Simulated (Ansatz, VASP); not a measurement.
Two plane-wave programs on AlN

```xyz
4
Lattice="0.0000 -2.0862 -2.0862 0.0000 2.0862 -2.0862 4.1724 0.0000 0.0000" Properties=species:S:1:pos:R:3 pbc="T T T"
Al    0.0000   -0.0968   -2.0862
Al    2.0862    0.0968    0.0000
N     2.0862    0.0351   -2.0862
N     0.0000    2.0511   -2.0862
```

Change from the starting cell: mode 4 frozen in at -0.094 Å, equal normal strain along x, y and z +0.0250.

Alike in both runs: task single point; functional PBE; k mesh 8 × 8 × 6; occupations gaussian, width 0.05 eV; no spin polarisation.

|  | VASP | Ansatz |
| --- | --- | --- |
| version | VASP 6.6.1 | Ansatz 0.2.0 |
| potentials or method | VASP PAW PBE potentials, release 64 (Al, N) | scalar-relativistic, plane waves, PAW |
| plane-wave cutoff (eV) | 520 | 520 |
| valence electrons in the cell | 16 | 16 |

|  | VASP | Ansatz | Ansatz less VASP |
| --- | --- | --- | --- |
| gap on the k mesh at the Fermi level (eV) | 3.69 | 3.71 | +0.020 |
| least direct gap on the mesh (eV) | 3.74 | 3.76 | +0.020 |
| pressure (GPa) | -15.6 | -15.3 | +0.24 |
| largest component of the traceless stress (GPa) | 1.15 | 1.15 | -0.002 |
| rms of the force components (eV/Å) | 0.337 | 0.338 | +0.0002 |

Atom by atom the forces differ by 0.000 eV/Å (rms over components).

Caveats: so large a pressure means that the cell lies far from this level's equilibrium, or that cutoff or potentials fall short (VASP). A k mesh can miss the band edges.
